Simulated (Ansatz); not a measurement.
Input and command of a plane-wave DFT calculation in Ansatz:

```yaml
crystal:
  lattice:
    - [0.0, 2.965, 2.965]
    - [2.965, 0.0, 2.965]
    - [2.965, 2.965, 0.0]
  atoms:
    - { symbol: Pb, position: [0.0, 0.0, 0.0] }
    - { symbol: S, position: [0.521079258, 0.521079258, 0.478920742] }
basis:
  ecutwfc: 420
kpoints:
  mp_grid: { grid: [10, 10, 10] }
hamiltonian:
  xc: pbe
scf:
  occupations: { method: gaussian, width: 0.03 }
output:
  forces: true
  stress: true
  eigenvalues: true
```

```bash
ansatz run input.yaml --threads 1 --pin off --max-ram 2560MiB --backend cpu --events-out ev --progress --plain --runs-dir out
```

Processor: Arm Neoverse V2, 1 thread, on a host shared with other jobs.

How long does it run, and how much memory does it take?

About 6.3 s on 1 thread of Arm Neoverse V2, on a shared host, peak memory 0.35 GiB. It solves 14 bands at 102 k points (the mesh reduced by symmetry) with about 965 plane waves, in 7 SCF iterations.
